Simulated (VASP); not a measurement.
# LiH (F-43m) in VASP: single point with HSE06

Aim: the single point of LiH with HSE06.

All numbers are computed with VASP 6.6.1; they aren't measurements. Logs are shortened: lines on timing, memory, paths and dates and some standing lists are left out, and cuts for length are marked.

## Step 1: Starting point

The structure is cubic, space group F-43m (No. 216). The conventional cell has a = 4.290 Å, b = 4.290 Å, c = 4.290 Å, α = 90.00°, β = 90.00°, γ = 90.00°. Around Li (site symmetry -43m) lie 4 H at 1.86 Å. H (site symmetry -43m) is surrounded by 4 Li at 1.86 Å.

The cell was built by a generator and needn't be a form met in nature.

## Step 2: Single point, HSE06

POSCAR

```
LiH
1.0
    0.0000000000      2.1451220099      2.1451220099
    2.1451220099      0.0000000000      2.1451220099
    2.1451220099      2.1451220099      0.0000000000
Li H
1 1
Direct
    0.0000000000      0.0000000000      0.0000000000
    0.2500000000      0.2500000000      0.2500000000
```

INCAR.step1

```
SYSTEM = LiH
  PREC = Accurate
  ENCUT = 520
  EDIFF = 1E-5
  ISMEAR = 0
  SIGMA = 0.01
  LREAL = .FALSE.
  LASPH = .TRUE.
  NELM = 100
  ALGO = Normal
  ISIF = 2
  LWAVE = .TRUE.
  LCHARG = .FALSE.
  NBANDS = 9
  GGA = PE
```

INCAR.step2

```
SYSTEM = LiH
  PREC = Accurate
  ENCUT = 520
  EDIFF = 1E-7
  ISMEAR = 0
  SIGMA = 0.01
  LREAL = .FALSE.
  LASPH = .TRUE.
  NELM = 100
  ALGO = Normal
  ISIF = 2
  LWAVE = .FALSE.
  LCHARG = .FALSE.
  GGA = PE
  LHFCALC = .TRUE.
  HFSCREEN = 0.2079
  PRECFOCK = Normal
  NBANDS = 9
  ISTART = 1
```

KPOINTS

```
regular mesh
0
G
  6 6 6
  0 0 0
```

Potentials or basis: VASP PAW PBE potentials, release 64 (Li_sv, H).

On the command line:

```
$ cat potpaw_PBE.64/Li_sv/POTCAR potpaw_PBE.64/H/POTCAR > POTCAR
$ cp INCAR.step1 INCAR
$ mpirun -np 1 vasp_std > vasp.out
$ cp INCAR.step2 INCAR
$ mpirun -np 1 vasp_std > vasp.out
```

OUTCAR:

```text
SYSTEM = LiH
   PREC = Accurate
   ENCUT = 520
   EDIFF = 1E-7
   ISMEAR = 0
   LREAL = .FALSE.
   LASPH = .TRUE.
   NELM = 100
   ISIF = 2
   GGA = PE
   LHFCALC = .TRUE.
   HFSCREEN = 0.2079
   PRECFOCK = Normal
   ISTART = 1

 ion  position               nearest neighbor table
   1  0.000  0.000  0.000-
   2  0.250  0.250  0.250-

  LATTYP: Found a face centered cubic cell.
 ALAT       =     4.2902440198

  Lattice vectors:

 A1 = (   0.0000000000,   2.1451220099,   2.1451220099)
 A2 = (   2.1451220099,   0.0000000000,   2.1451220099)
 A3 = (   2.1451220099,   2.1451220099,   0.0000000000)

Analysis of symmetry for initial positions (statically):
=====================================================================
 Subroutine PRICEL returns:
 Original cell was already a primitive cell.

 Routine SETGRP: Setting up the symmetry group for a
 face centered cubic supercell.

 Subroutine GETGRP returns: Found 24 space group operations
 (whereof 24 operations were pure point group operations)
 out of a pool of 48 trial point group operations.

The static configuration has the point symmetry T_d .

Analysis of symmetry for dynamics (positions and initial velocities):
=====================================================================
 Subroutine PRICEL returns:
 Original cell was already a primitive cell.

 Routine SETGRP: Setting up the symmetry group for a
 face centered cubic supercell.

 Subroutine GETGRP returns: Found 24 space group operations
 (whereof 24 operations were pure point group operations)
 out of a pool of 48 trial point group operations.

The dynamic configuration has the point symmetry T_d .

 Subroutine INISYM returns: Found 24 space group operations
 (whereof 24 operations are pure point group operations),
 and found     1 'primitive' translations

----------------------------------------------------------------------------------------

                                     Primitive cell

  volume of cell :      19.7418

  direct lattice vectors                    reciprocal lattice vectors
     0.000000000  2.145122010  2.145122010    -0.233086975  0.233086975  0.233086975
     2.145122010  0.000000000  2.145122010     0.233086975 -0.233086975  0.233086975
     2.145122010  2.145122010  0.000000000     0.233086975  0.233086975 -0.233086975

  length of vectors
     3.033660639  3.033660639  3.033660639     0.403718483  0.403718483  0.403718483

  position of ions in fractional coordinates (direct lattice)
     0.000000000  0.000000000  0.000000000
     0.250000000  0.250000000  0.250000000

  ion indices of the primitive-cell ions
   primitive index   ion index
                 1           1
                 2           2

----------------------------------------------------------------------------------------

 KPOINTS: regular mesh

Automatic generation of k-mesh.
 Grid dimensions read from file:
 generate k-points for:    6    6    6

 Generating k-lattice:

  Cartesian coordinates                     Fractional coordinates (reciprocal lattice)
    -0.038847829  0.038847829  0.038847829     0.166666667  0.000000000  0.000000000
     0.038847829 -0.038847829  0.038847829     0.000000000  0.166666667  0.000000000
     0.038847829  0.038847829 -0.038847829     0.000000000  0.000000000  0.166666667

  Length of vectors
     0.067286414  0.067286414  0.067286414

  Shift w.r.t. Gamma in fractional coordinates (k-lattice)
     0.000000000  0.000000000  0.000000000

 Subroutine IBZKPT returns following result:
 ===========================================

 Found     16 irreducible k-points:

 Following reciprocal coordinates:
            Coordinates               Weight
  0.000000  0.000000  0.000000      1.000000
  0.166667  0.000000  0.000000      8.000000
  0.333333  0.000000  0.000000      8.000000
  0.500000  0.000000  0.000000      4.000000
  0.166667  0.166667  0.000000      6.000000
  0.333333  0.166667  0.000000     24.000000
[... 8 lines left out ...]
 -0.333333  0.333333  0.166667     24.000000
 -0.333333  0.500000  0.166667     12.000000
   k-points           NKPTS =     16   k-points in BZ     NKDIM =    216   number of bands    NBANDS=      9
   number of dos      NEDOS =    301   number of ions     NIONS =      2
   total plane-waves  NPLWV =  13824
   dimension x,y,z NGX =    24 NGY =   24 NGZ =   24
   dimension x,y,z NGXF=    48 NGYF=   48 NGZF=   48
   ions per type =               1   1
   NGX,Y,Z   is equivalent  to a cutoff of  13.15, 13.15, 13.15 a.u.
   NGXF,Y,Z  is equivalent  to a cutoff of  26.30, 26.30, 26.30 a.u.
 SYSTEM =  LiH
   PREC   = accura    normal or accurate (medium, high low for compatibility)
   ISTART =      1    job   : 0-new  1-cont  2-samecut
   ICHARG =      0    charge: 1-file 2-atom 10-const
   ISPIN  =      1    spin polarized calculation?
   LNONCOLLINEAR =      F non collinear calculations
   LSORBIT =      F    spin-orbit coupling
   LASPH  =      T    aspherical Exc in radial PAW
   ENCUT  =  520.0 eV  38.22 Ry    6.18 a.u.   5.64  5.64  5.64*2*pi/ulx,y,z
   NELM   =    100;   NELMIN=  2; NELMDL=  0     # of ELM steps
   EDIFF  = 0.1E-06   stopping-criterion for ELM
   LREAL  =      F    real-space projection
   EDIFFG = 0.1E-05   stopping-criterion for IOM
   NSW    =      0    number of steps for IOM
   IBRION =     -1    ionic relax: 0-MD 1-quasi-New 2-CG
   NFREE  =      0    steps in history (QN), initial steepest desc. (CG)
   ISIF   =      2    stress and relaxation
   ISYM   =      3    0-nonsym 1-usesym 2-fastsym
   POTIM  = 0.5000    time-step for ionic-motion
   TEBEG  =    0.0;   TEEND  =   0.0 temperature during run
   PSTRESS=    0.0 pullay stress
   NELECT =       4.0000    total number of electrons
   NUPDOWN=      -1.0000    fix difference up-down
   EMIN   =  10.00;   EMAX   =-10.00  energy-range for DOS
   EFERMI =   0.00;   METHOD = LEGACY
   ISMEAR =     0;   SIGMA  =   0.01  broadening in eV -4-tet -1-fermi 0-gaus
   EFERMI_NEDOS =   21; number of points for ismear=-14 and -15
   IALGO  =     38    algorithm
   IMIX   =      1    mixing-type and parameters
     AMIX     =   0.40;   BMIX     =  1.00
     AMIX_MAG =   1.60;   BMIX_MAG =  1.00
  volume/ion in A,a.u.               =       9.87        66.61
  Fermi-wavevector in a.u.,A,eV,Ry     =   0.961537  1.817042 12.579322  0.924554
  Thomas-Fermi vector in A             =   2.090918
   LORBIT       =      0    0 simple, 1 ext, 2 COOP (PROOUT), +10 PAW based schemes
   GGA     = PE    functional components
   LHFCALC =     T    Hartree Fock is set to
   PRECFOCK=normal    Normal, Fast or Accurate (Low or Medium for compatibility)
   ENCUT4O =  -1.0   cutoff for four orbital integrals eV
   NKREDX  =     1    reduce k-point grid by
   NKREDY  =     1    reduce k-point grid by
   NKREDZ  =     1    reduce k-point grid by
   AEXX    =    0.2500 exact exchange contribution
   HFSCREEN=    0.2079 screening length (either q_TF or 0.3 A-1)
   HFSCREENC=   0.2079 screening length for correlation (either q_TF or 0.3 A-1)
   ENCUTFOCK=  -1.0 apply spherical cutoff to Coloumb kernel
   IVDW    =     0    specifies the selected vdW correction
   LEPSILON=     F    determine dielectric tensor
   LRPA    =     F    only Hartree local field effects (RPA)
 non-spin polarized calculation
 Gauss-broadening in eV      SIGMA  =   0.01
  energy-cutoff  :      520.00
  volume of cell :       19.74
 maximum number of plane-waves:       544
 NGX is ok and might be reduce to    24
  NGX = 18; NGY = 18; NGZ = 18

 number of electron       3.9999993 magnetization

 Free energy of the ion-electron system (eV)
  ---------------------------------------------------
  ext. energy  EPLUGINS =         0.00000000
  ---------------------------------------------------
  free energy    TOTEN  =        -6.68262063 eV

  energy without entropy =       -6.68262063  energy(sigma->0) =       -6.68262063

 E-fermi :  -2.3460     XC(G=0):  -6.4779

 val. band max:       -2.5198766277   @ k =  -0.3333   0.5000   0.1667
 cond. band min:       2.8257666413   @ k =   0.5000   0.0000   0.0000
 fundamental gap:      5.3456432690
 Fermi energy:        -2.3460163413

 k-point     1 :       0.0000    0.0000    0.0000
  band No.  band energies     occupation
      1     -48.6800      2.00000
      2      -6.5729      2.00000
      3      12.2393      0.00000
      4      16.4357      0.00000
      5      16.4357      0.00000
      6      16.4357      0.00000
      7      18.9851      0.00000
      8      18.9851      0.00000
      9      18.9851      0.00000

 k-point     2 :       0.1667    0.0000    0.0000
  band No.  band energies     occupation
      1     -48.6736      2.00000
      2      -6.0740      2.00000
      3       9.5524      0.00000
      4      14.8746      0.00000
      5      15.3036      0.00000
      6      15.3036      0.00000
      7      20.5123      0.00000
      8      20.5123      0.00000
      9      22.5363      0.00000

 k-point     3 :       0.3333    0.0000    0.0000
  band No.  band energies     occupation
      1     -48.6606      2.00000
      2      -4.7069      2.00000
      3       5.0740      0.00000
      4      14.3990      0.00000
      5      14.3990      0.00000
      6      15.1298      0.00000
      7      19.0355      0.00000
      8      19.0355      0.00000
      9      21.4123      0.00000

 k-point     4 :       0.5000    0.0000    0.0000
  band No.  band energies     occupation
      1     -48.6542      2.00000
      2      -3.5949      2.00000
      3       2.8258      0.00000
      4      14.1865      0.00000
      5      14.1865      0.00000
      6      15.2015      0.00000
      7      18.0194      0.00000
      8      18.0194      0.00000
      9      21.7420      0.00000
[... 109 lines left out ...]
 k-point    14 :       0.5000    0.3333    0.1667
  band No.  band energies     occupation
      1     -48.6523      2.00000
      2      -3.6434      2.00000
      3       5.0822      0.00000
      4       8.9577      0.00000
      5      11.3524      0.00000
      6      15.6042      0.00000
      7      18.0598      0.00000
      8      22.7014      0.00000
      9      26.4583      0.00000

 k-point    15 :      -0.3333    0.3333    0.1667
  band No.  band energies     occupation
      1     -48.6480      2.00000
      2      -2.7567      2.00000
      3       3.8462      0.00000
      4       7.9189      0.00000
      5      10.6547      0.00000
      6      16.3440      0.00000
      7      19.1950      0.00000
      8      22.3449      0.00000
      9      25.0401      0.00000

 k-point    16 :      -0.3333    0.5000    0.1667
  band No.  band energies     occupation
      1     -48.6460      2.00000
      2      -2.5199      2.00000
      3       5.6543      0.00000
      4       5.6763      0.00000
      5       9.8902      0.00000
      6      15.0036      0.00000
      7      18.6637      0.00000
      8      23.0859      0.00000
      9      27.2607      0.00000

------------------------ aborting loop because EDIFF is reached ----------------------------------------

  FORCE on cell =-STRESS in cart. coord.  units (eV):
  Direction    XX          YY          ZZ          XY          YZ          ZX
  --------------------------------------------------------------------------------------
  -------------------------------------------------------------------------------------
  Total       -0.0538780     -0.0538780     -0.0538780      0.0000000      0.0000000      0.0000000
  in kB       -4.3725647     -4.3725647     -4.3725647      0.0000000      0.0000000      0.0000000
  external PRESSURE =      -4.3725647 kB  Pullay stress =       0.0000000 kB

 VOLUME and BASIS-vectors are now :
 -----------------------------------------------------------------------------
  energy-cutoff  :      520.00
  volume of cell :       19.74
      direct lattice vectors                 reciprocal lattice vectors
     0.000000000  2.145122010  2.145122010    -0.233086975  0.233086975  0.233086975
     2.145122010  0.000000000  2.145122010     0.233086975 -0.233086975  0.233086975
     2.145122010  2.145122010  0.000000000     0.233086975  0.233086975 -0.233086975

 POSITION                                       TOTAL-FORCE (eV/Angst)
 -----------------------------------------------------------------------------------
      0.00000      0.00000      0.00000        -0.000000     -0.000000     -0.000000
      1.07256      1.07256      1.07256         0.000000      0.000000      0.000000
 -----------------------------------------------------------------------------------
    total drift:                                0.000002      0.000000      0.000001

  FREE ENERGIE OF THE ION-ELECTRON SYSTEM (eV)
  ---------------------------------------------------
  free  energy   TOTEN  =        -6.6826206330 eV

  energy  without entropy=       -6.6826206330  energy(sigma->0) =       -6.68262063
```

Run time: 87 s. Hardware: 1 thread of Intel Xeon Platinum 8488C (Sapphire Rapids), shared host; peak memory 0.23 GiB.

Results:

| Quantity | Value |
| --- | --- |
| Free energy | -6.6826 eV |
| Band gap on the k mesh | 5.35 eV, indirect (least direct gap 6.42 eV) |

Caveat: the k mesh is coarse (spacing up to 0.42 Å⁻¹), so the values aren't converged, least of all with exact exchange; the cutoff is under 1.25 times the usual one of these potentials, so pressure, stress and relaxed cells hold a basis-set (Pulay) error; the PAW data sets were made with another functional, which shifts forces and pressure a little. A k mesh can miss the band edges.
